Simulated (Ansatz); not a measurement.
Space group Pm-3m (No. 221). a = 4.086 Å, b = 4.086 Å, c = 4.086 Å, α = 90.00°, β = 90.00°, γ = 90.00°
```
atom site symmetry x y z
  Sc    1a m-3m  0.0000  0.0000  0.0000
  Al    3c    4/mm.m  0.5000  0.0000  0.5000
```

Equation of state of this ScAl3 structure (not necessarily the ground state), with shape and atoms relaxed at each volume where symmetry leaves them free. It has no gap at any of these volumes. All numbers below come from Ansatz 0.2.0, DFT r2SCAN, scalar-relativistic, plane waves, PAW.

Cutoff 500 eV; k points 10×10×10 on the computed 4-atom cell (Γ-centred); Gaussian smearing, width 0.10 eV; no spin polarisation.

| V (Å³/atom) | E − E(largest V) (meV/atom) | P (GPa) |
| --- | --- | --- |
| 15.003 | 45.92 | 15.46 |
| 15.514 | 4.43 | 10.68 |
| 16.026 | -22.90 | 6.58 |
| 16.537 | -38.06 | 3.04 |
| 17.049 | -42.74 | 0.00 |
| 17.560 | -38.40 | -2.62 |
| 18.071 | -26.30 | -4.86 |
| 18.753 | 0.00 | -7.35 |

Q: Fit a third-order Birch–Murnaghan equation to E(V).

A: V0 = 17.05 Å³/atom, B0 = 94 GPa, B0' = 4.0.